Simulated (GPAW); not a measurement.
CO2:

```
CELL_PARAMETERS angstrom
-1.97473 1.97473 3.01406
1.97473 -1.97473 3.01406
1.97473 1.97473 -3.01406
ATOMIC_POSITIONS crystal
O 0.87500 0.95980 0.58480
O 0.37500 0.29020 0.41520
O 0.04020 0.62500 0.91520
O 0.70980 0.12500 0.08480
C 0.00000 0.00000 0.00000
C 0.75000 0.25000 0.50000
```

The cell comes from a database or a generator and needn't be the stable form of this composition.

Base run:

| Property | Result |
| --- | --- |
| Program | GPAW 26.7.0 |
| Functional | r2SCAN |
| Potentials or basis | GPAW PAW data sets (gpaw-data 1.2.1) |
| Cutoff | 800 eV |
| Basis | pw |
| k mesh | 6 × 6 × 6 |
| Occupations | fermi-dirac, width 0.05 eV |
| Spin | no spin polarisation |

Its results: band gap on the k mesh 8.49 eV, indirect (least direct gap 8.89 eV); pressure -7.5 GPa; largest force 0.216 eV/Å.

Question: The run is repeated on the same cell with these changes: functional from r2SCAN to PBE. What comes out?

Answer: Band gap on the k mesh 7.71 eV, indirect (least direct gap 8.16 eV); pressure -0.2 GPa; largest force 0.030 eV/Å.

r2SCAN gives the wider gap, since meta-GGAs in the generalised Kohn-Sham scheme recover part of the derivative discontinuity.

Caveats: the PAW data sets were made with another functional, which shifts forces and pressure a little (some runs).
